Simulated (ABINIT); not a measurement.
Crystal: Ge.

```
Ge
1.0
    -2.57449    2.57449    1.39741
     2.57449   -2.57449    1.39741
     2.57449    2.57449   -1.39741
Ge
2
Direct
  0.50000 0.50000 0.00000
  0.25000 0.75000 0.50000
```

This isn't the form of Ge at room conditions, which is diamond.

Base run:

```yaml
Program: ABINIT 10.8.3 (patched build)
Functional: PBEsol
Potentials_or_basis: PseudoDojo NC SR PBEsol v0.4.1 standard
Cutoff: 952 eV
k_mesh: 12 × 12 × 12
Occupations: fermi-dirac, width 0.05 eV
Spin: no spin polarisation
```

Its results: band gap on the k mesh none (metal or under the smearing width); pressure -3.1 GPa.

**Question.** The run is repeated on the same cell with these changes: functional from PBEsol to WC; cutoff from 952 eV to 1061 eV; k mesh from 12 × 12 × 12 to 8 × 8 × 8. What comes out?

**Answer.** Band gap on the k mesh none (metal or under the smearing width); pressure -0.2 GPa.

Several settings changed at once, so the effect can't be laid on one alone.

Caveats: the potentials were made for another functional, which shifts forces and pressure (some runs).
